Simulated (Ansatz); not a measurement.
## ZnS: a sweep of one setting

```xyz
2
Lattice="0.0000 2.7046 2.7046 2.7046 0.0000 2.7046 2.7046 2.7046 0.0000" Properties=species:S:1:pos:R:3 pbc="T T T"
Zn    0.0000    0.0000    0.0000
S     4.0570    4.0570    4.0570
```

Atoms are numbered in the order listed.

The cell is COD entry 9000107, as deposited and not checked against the literature; nothing was relaxed.

The calculation used Ansatz 0.2.0, DFT, PBE, all-electron LAPW, scalar-relativistic.

Sampling and basis: a Γ-centred 8×8×8 k mesh, Fermi–Dirac smearing of 0.01 eV, basis error target 0.25 meV/atom, no spin polarisation. One setting is then changed at a time.

```
                   filling  energy at zero smearing less the base's (meV/atom)  P (GPa)  cutoff chosen (eV)
Fermi–Dirac 0.01 eV (base)                                                 0.0     1.39                 329
               tetrahedron                                                 0.0        –                 329
           Gaussian 0.2 eV                                                 0.0     1.39                 329
          Gaussian 0.05 eV                                                 0.0     1.39                 329
       Fermi–Dirac 0.28 eV                                                   ?     1.40                 329
  Methfessel–Paxton 0.2 eV                                                 0.0     1.39                 329
```

Q: What belongs in the row "Fermi–Dirac 0.28 eV", column "energy at zero smearing less the base's (meV/atom)"?

A: 0.5.
